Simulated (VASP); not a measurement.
# BN (P6_3mc) in VASP: a series of runs

One crystal, BN, is run at these levels: PBE+D4, BLYP; tasks: single point.

Program: VASP 6.6.1. These are calculated values, not measurements. Logs are shortened: lines on timing, memory, paths and dates and some standing lists are left out, and cuts for length are marked.

### Step 1. The structure

Symmetry: P6_3mc, No. 186, hexagonal system. The conventional cell has a = 2.554 Å, b = 2.554 Å, c = 4.227 Å, α = 90.00°, β = 90.00°, γ = 120.00°. Around N (site symmetry 3m) lie 4 B at 1.57 to 1.58 Å. B (site symmetry 3m) is surrounded by 4 N at 1.57 to 1.58 Å.

Measurements of this composition are mostly on another form, of space group No. 194.

### Step 2. Single point, PBE+D4

The input, INCAR:

```
PREC     = Accurate       # precision mode
ENCUT    = 520            # plane-wave cutoff, eV
EDIFF    = 1E-7           # SCF threshold, eV
ISMEAR   = 1              # smearing method
SIGMA    = 0.1            # smearing width, eV
LREAL    = F              # projectors in reciprocal space
LASPH    = T              # aspherical terms in the spheres
NELM     = 100            # most SCF steps
ALGO     = Normal         # electronic algorithm
ISIF     = 2              # what is computed and relaxed
LWAVE    = F              # write WAVECAR
LCHARG   = F              # write CHGCAR
GGA      = PE             # functional
IVDW     = 13             # dispersion correction
NBANDS   = 16             # bands
```

The input, KPOINTS:

```
Automatic mesh
0
Gamma
  12 12 6
```

The input, POSCAR:

```
BN
1.0
    2.5539396000      0.0000000000      0.0000000000
   -1.2769698000      2.2117765733      0.0000000000
    0.0000000000      0.0000000000      4.2268550000
N B
2 2
Direct
    0.3333333333      0.6666666667      0.1252760000
    0.6666666666      0.3333333333      0.6252760000
    0.3333333333      0.6666666667      0.4997240000
    0.6666666666      0.3333333333      0.9997240000
```

Potentials or basis: VASP PAW PBE potentials, release 64 (N, B).

Run with:

```
cat potpaw_PBE.64/N/POTCAR potpaw_PBE.64/B/POTCAR > POTCAR
mpirun -np 1 vasp_std > vasp.out
```

OUTCAR:

```text
PREC = Accurate
   ENCUT = 520
   EDIFF = 1E-7
   ISMEAR = 1
   LREAL = F
   LASPH = T
   NELM = 100
   ISIF = 2
   GGA = PE
   IVDW = 13

 ion  position               nearest neighbor table
   1  0.333  0.667  0.125-   4 1.57   4 1.57   4 1.57   3 1.58
   2  0.667  0.333  0.625-   3 1.57   3 1.57   3 1.57   4 1.58
   3  0.333  0.667  0.500-   2 1.57   2 1.57   2 1.57   1 1.58
   4  0.667  0.333  1.000-   1 1.57   1 1.57   1 1.57   2 1.58

  LATTYP: Found a hexagonal cell.
 ALAT       =     2.5539396000
 C/A-ratio  =     1.6550332670

  Lattice vectors:

 A1 = (   2.5539396000,   0.0000000000,   0.0000000000)
 A2 = (  -1.2769698000,   2.2117765733,   0.0000000000)
 A3 = (   0.0000000000,   0.0000000000,   4.2268550000)

Analysis of symmetry for initial positions (statically):
=====================================================================
 Subroutine PRICEL returns:
 Original cell was already a primitive cell.

 Routine SETGRP: Setting up the symmetry group for a
 hexagonal supercell.

 Subroutine GETGRP returns: Found 12 space group operations
 (whereof  6 operations were pure point group operations)
 out of a pool of 24 trial point group operations.

The static configuration has the point symmetry C_3v.
 The point group associated with its full space group is C_6v.

Analysis of symmetry for dynamics (positions and initial velocities):
=====================================================================
 Subroutine PRICEL returns:
 Original cell was already a primitive cell.

 Routine SETGRP: Setting up the symmetry group for a
 hexagonal supercell.

 Subroutine GETGRP returns: Found 12 space group operations
 (whereof  6 operations were pure point group operations)
 out of a pool of 24 trial point group operations.

The dynamic configuration has the point symmetry C_3v.
 The point group associated with its full space group is C_6v.

 Subroutine INISYM returns: Found 12 space group operations
 (whereof  6 operations are pure point group operations),
 and found     1 'primitive' translations

----------------------------------------------------------------------------------------

                                     Primitive cell

  volume of cell :      23.8764

  direct lattice vectors                    reciprocal lattice vectors
     2.553939600  0.000000000  0.000000000     0.391551938  0.226062617  0.000000000
    -1.276969800  2.211776573  0.000000000     0.000000000  0.452125234  0.000000000
     0.000000000  0.000000000  4.226855000     0.000000000  0.000000000  0.236582518

  length of vectors
     2.553939600  2.553939600  4.226855000     0.452125234  0.452125234  0.236582518

  position of ions in fractional coordinates (direct lattice)
     0.333333333  0.666666667  0.125276000
     0.666666667  0.333333333  0.625276000
     0.333333333  0.666666667  0.499724000
     0.666666667  0.333333333  0.999724000

  ion indices of the primitive-cell ions
   primitive index   ion index
                 1           1
                 2           2
                 3           3
                 4           4

----------------------------------------------------------------------------------------

 KPOINTS: Automatic mesh

Automatic generation of k-mesh.
 Grid dimensions read from file:
 generate k-points for:   12   12    6

 Generating k-lattice:

  Cartesian coordinates                     Fractional coordinates (reciprocal lattice)
     0.032629328  0.018838551  0.000000000     0.083333333  0.000000000  0.000000000
     0.000000000  0.037677103  0.000000000     0.000000000  0.083333333  0.000000000
     0.000000000  0.000000000  0.039430420     0.000000000  0.000000000  0.166666667

  Length of vectors
     0.037677103  0.037677103  0.039430420

  Shift w.r.t. Gamma in fractional coordinates (k-lattice)
     0.000000000  0.000000000  0.000000000

 Subroutine IBZKPT returns following result:
 ===========================================

 Found     76 irreducible k-points:

 Following reciprocal coordinates:
            Coordinates               Weight
  0.000000  0.000000  0.000000      1.000000
  0.083333  0.000000  0.000000      6.000000
  0.166667  0.000000  0.000000      6.000000
  0.250000  0.000000  0.000000      6.000000
  0.333333  0.000000  0.000000      6.000000
  0.416667  0.000000  0.000000      6.000000
[... 16 lines left out ...]
  0.250000  0.000000  0.166667     12.000000
  0.333333  0.000000  0.166667     12.000000
 [... further k-points ...]
   k-points           NKPTS =     76   k-points in BZ     NKDIM =     76   number of bands    NBANDS=     16
   number of dos      NEDOS =    301   number of ions     NIONS =      4
   total plane-waves  NPLWV =  12800
   dimension x,y,z NGX =    20 NGY =   20 NGZ =   32
   dimension x,y,z NGXF=    40 NGYF=   40 NGZF=   64
   ions per type =               2   2
   NGX,Y,Z   is equivalent  to a cutoff of  13.02, 13.02, 12.59 a.u.
   NGXF,Y,Z  is equivalent  to a cutoff of  26.04, 26.04, 25.17 a.u.
 SYSTEM =  unknown system
   PREC   = accura    normal or accurate (medium, high low for compatibility)
   ISTART =      0    job   : 0-new  1-cont  2-samecut
   ICHARG =      2    charge: 1-file 2-atom 10-const
   ISPIN  =      1    spin polarized calculation?
   LNONCOLLINEAR =      F non collinear calculations
   LSORBIT =      F    spin-orbit coupling
   LASPH  =      T    aspherical Exc in radial PAW
   ENCUT  =  520.0 eV  38.22 Ry    6.18 a.u.   4.75  4.75  7.86*2*pi/ulx,y,z
   NELM   =    100;   NELMIN=  2; NELMDL= -5     # of ELM steps
   EDIFF  = 0.1E-06   stopping-criterion for ELM
   LREAL  =      F    real-space projection
   EDIFFG = 0.1E-05   stopping-criterion for IOM
   NSW    =      0    number of steps for IOM
   IBRION =     -1    ionic relax: 0-MD 1-quasi-New 2-CG
   NFREE  =      0    steps in history (QN), initial steepest desc. (CG)
   ISIF   =      2    stress and relaxation
   ISYM   =      2    0-nonsym 1-usesym 2-fastsym
   POTIM  = 0.5000    time-step for ionic-motion
   TEBEG  =    0.0;   TEEND  =   0.0 temperature during run
   PSTRESS=    0.0 pullay stress
   NELECT =      16.0000    total number of electrons
   NUPDOWN=      -1.0000    fix difference up-down
   EMIN   =  10.00;   EMAX   =-10.00  energy-range for DOS
   EFERMI =   0.00;   METHOD = LEGACY
   ISMEAR =     1;   SIGMA  =   0.10  broadening in eV -4-tet -1-fermi 0-gaus
   EFERMI_NEDOS =   21; number of points for ismear=-14 and -15
   IALGO  =     38    algorithm
   IMIX   =      4    mixing-type and parameters
     AMIX     =   0.40;   BMIX     =  1.00
     AMIX_MAG =   1.60;   BMIX_MAG =  1.00
  volume/ion in A,a.u.               =       5.97        40.28
  Fermi-wavevector in a.u.,A,eV,Ry     =   1.432600  2.707222 27.923836  2.052344
  Thomas-Fermi vector in A             =   2.552210
   LORBIT       =      0    0 simple, 1 ext, 2 COOP (PROOUT), +10 PAW based schemes
   GGA     = PE    functional components
   LHFCALC =     F    Hartree Fock is set to
   AEXX    =    0.0000 exact exchange contribution
   IVDW    =    13    specifies the selected vdW correction
   LEPSILON=     F    determine dielectric tensor
   LRPA    =     F    only Hartree local field effects (RPA)
 non-spin polarized calculation
 Methfessel and Paxton  Order N= 1 SIGMA  =   0.10
  energy-cutoff  :      520.00
  volume of cell :       23.88
 maximum number of plane-waves:       660
 NGX is ok and might be reduce to    20
   NGX =  9   NGY =  9   NGZ = 15

 number of electron      16.0000000 magnetization

 Free energy of the ion-electron system (eV)
  ---------------------------------------------------
  ext. energy  EPLUGINS =         0.00000000
  ---------------------------------------------------
  free energy    TOTEN  =       -34.83268240 eV

  energy without entropy =      -34.83270229  energy(sigma->0) =      -34.83268903

 E-fermi :   7.5128     XC(G=0): -12.7611

 val. band max:        7.4319564580   @ k =   0.0000   0.0000   0.0000
 cond. band min:      12.6287831680   @ k =   0.3333   0.3333   0.0000
 fundamental gap:      5.1968267100
 Fermi energy:         7.5128299201

 k-point     1 :       0.0000    0.0000    0.0000
  band No.  band energies     occupation
      1     -12.8569      2.00000
      2      -8.7569      2.00000
      3      -3.3940      2.00000
      4       5.3332      2.00000
      5       5.3332      2.00000
      6       7.1565      2.00001
[... 8 lines left out ...]
     15      19.2544      0.00000
     16      23.5085      0.00000

 k-point     2 :       0.0833    0.0000    0.0000
  band No.  band energies     occupation
      1     -12.7069      2.00000
      2      -8.6421      2.00000
      3      -3.2451      2.00000
      4       4.6447      2.00000
      5       5.0536      2.00000
      6       6.8581      2.00000
[... 8 lines left out ...]
     15      19.6897      0.00000
     16      23.2861      0.00000

 k-point     3 :       0.1667    0.0000    0.0000
  band No.  band energies     occupation
      1     -12.2617      2.00000
      2      -8.3134      2.00000
      3      -2.8045      2.00000
      4       2.9911      2.00000
      5       4.3971      2.00000
      6       5.4504      2.00000
[... 8 lines left out ...]
     15      20.8221      0.00000
     16      22.6489      0.00000

 k-point     4 :       0.2500    0.0000    0.0000
  band No.  band energies     occupation
      1     -11.5388      2.00000
      2      -7.8332      2.00000
      3      -2.0930      2.00000
      4       1.0342      2.00000
      5       3.6616      2.00000
      6       3.6925      2.00000
[... 8 lines left out ...]
     15      22.2862      0.00000
     16      22.7237      0.00000
[... 324 lines left out ...]
 k-point    22 :       0.1667    0.0000    0.1667
  band No.  band energies     occupation
      1     -12.1002      2.00000
      2      -8.8314      2.00000
      3      -2.0245      2.00000
      4       3.1346      2.00000
      5       4.5271      2.00000
      6       5.0120      2.00000
[... 8 lines left out ...]
     15      20.5114      0.00000
     16      22.6125      0.00000

 k-point    23 :       0.2500    0.0000    0.1667
  band No.  band energies     occupation
      1     -11.3823      2.00000
      2      -8.2931      2.00000
      3      -1.4583      2.00000
      4       1.2515      2.00000
      5       3.2625      2.00000
      6       3.7989      2.00000
[... 8 lines left out ...]
     15      21.9549      0.00000
     16      22.7905      0.00000

 k-point    24 :       0.3333    0.0000    0.1667
  band No.  band energies     occupation
      1     -10.4339      2.00000
      2      -7.7161      2.00000
      3      -1.3115      2.00000
      4       0.1233      2.00000
      5       1.4964      2.00000
      6       3.1842      2.00000
[... 8 lines left out ...]
     15      23.3219      0.00000
     16      23.5733      0.00000

 [... further k-points ...]

------------------------ aborting loop because EDIFF is reached ----------------------------------------

  DFT-D4 for vdW energy calculation

  Edisp (eV):   -0.94457

  FORCE on cell =-STRESS in cart. coord.  units (eV):
  Direction    XX          YY          ZZ          XY          YZ          ZX
  --------------------------------------------------------------------------------------
  -------------------------------------------------------------------------------------
  Total      -0.75884    -0.75884    -0.87695     0.00000     0.00000     0.00000
  in kB     -50.92016   -50.92016   -58.84571     0.00000     0.00000     0.00000
  external pressure =      -53.56 kB  Pullay stress =        0.00 kB

 VOLUME and BASIS-vectors are now :
 -----------------------------------------------------------------------------
  energy-cutoff  :      520.00
  volume of cell :       23.88
      direct lattice vectors                 reciprocal lattice vectors
     2.553939600  0.000000000  0.000000000     0.391551938  0.226062617  0.000000000
    -1.276969800  2.211776573  0.000000000     0.000000000  0.452125234  0.000000000
     0.000000000  0.000000000  4.226855000     0.000000000  0.000000000  0.236582518

 POSITION                                       TOTAL-FORCE (eV/Angst)
 -----------------------------------------------------------------------------------
     -0.00000      1.47452      0.52952         0.000000      0.000000     -0.017068
      1.27697      0.73726      2.64295        -0.000000     -0.000000     -0.017068
     -0.00000      1.47452      2.11226        -0.000000      0.000000      0.017068
      1.27697      0.73726      4.22569        -0.000000      0.000000      0.017068
 -----------------------------------------------------------------------------------
    total drift:                                0.000000      0.000000      0.000166

  FREE ENERGIE OF THE ION-ELECTRON SYSTEM (eV)
  ---------------------------------------------------
  free  energy   TOTEN  =       -35.7772484468 eV

  energy  without entropy=      -35.7772683448  energy(sigma->0) =      -35.77725508
```

It took 13 s on 1 thread of Intel Xeon 6975P-C (Granite Rapids), shared host; peak memory 0.14 GiB.

Results:

```
Free energy                : -35.7772 eV
Pressure                   : -5.4 GPa
Largest force              : 0.017 eV/Å
Band gap on the k mesh     : 5.20 eV, indirect (least direct gap 8.23 eV)
Dispersion energy per atom : -0.236 eV
```

Forces in eV/Å, atoms in the order of the input:
```
N    0.000  0.000 -0.017
N    0.000  0.000 -0.017
B    0.000  0.000  0.017
B    0.000  0.000  0.017
```

### Step 3. Single point, BLYP (atoms moved at random, drawn with an rms of 0.02 Å)

The input, INCAR:

```
PREC = Accurate ; ENCUT = 520
EDIFF = 1E-6 ; ISMEAR = 1
SIGMA = 0.05 ; LREAL = False
LASPH = True ; NELM = 100
ALGO = Normal ; ISIF = 2
LWAVE = False ; LCHARG = False
GGA = B5 ; ALDAX = 1.0
AGGAX = 1.0 ; AGGAC = 1.0
ALDAC = 0.0 ; NBANDS = 16
```

The input, KPOINTS:

```
regular mesh
0
Gamma
  9 9 5
```

The input, POSCAR:

```
BN
1.0
    2.5539396017      0.0000000000      0.0000000000
   -1.2769698009      2.2117765748      0.0000000000
    0.0000000000      0.0000000000      4.2268550000
N B
2 2
Direct
    0.3346400000      0.6706570000      0.1222730000
    0.6617990000      0.3297410000      0.6276780000
    0.3285380000      0.6657380000      0.5045240000
    0.6652030000      0.3293380000      0.9975300000
```

Potentials or basis: VASP PAW PBE potentials, release 64 (N, B).

Run with:

```
cat potpaw_PBE.64/N/POTCAR potpaw_PBE.64/B/POTCAR > POTCAR
mpirun -np 1 vasp_std > vasp.out
```

It took 30 s on 1 thread of Intel Xeon 6975P-C (Granite Rapids), shared host; peak memory 0.17 GiB.

It converged, with:

| Property | Result |
| --- | --- |
| Free energy | -32.7162 eV |
| Pressure | 7.1 GPa |
| Largest force | 0.707 eV/Å |
| Band gap on the k mesh | 5.61 eV, indirect (least direct gap 8.33 eV) |

Forces in eV/Å, atoms in the order of the input:
```
N    0.006 -0.414  0.572
N   -0.012  0.120 -0.374
B    0.110 -0.061 -0.681
B   -0.104  0.355  0.482
```

Stress tensor (GPa, compression positive):
```
 6.64 -0.07  0.00
-0.07  7.63 -0.13
 0.00 -0.13  7.12
```

Levels at points of the mesh, in eV from the valence-band top:
```tsv
k point	band 5	band 6	band 7	band 8	band 9	band 10	band 11	band 12
(0.00, 0.00, 0.00)	-2.05	-0.27	-0.16	0.00	8.33	8.50	8.55	9.61
```

Caveat: the PAW data sets were made with another functional, which shifts forces and pressure a little; an odd mesh through Γ misses points on the zone boundary, where band edges often lie.
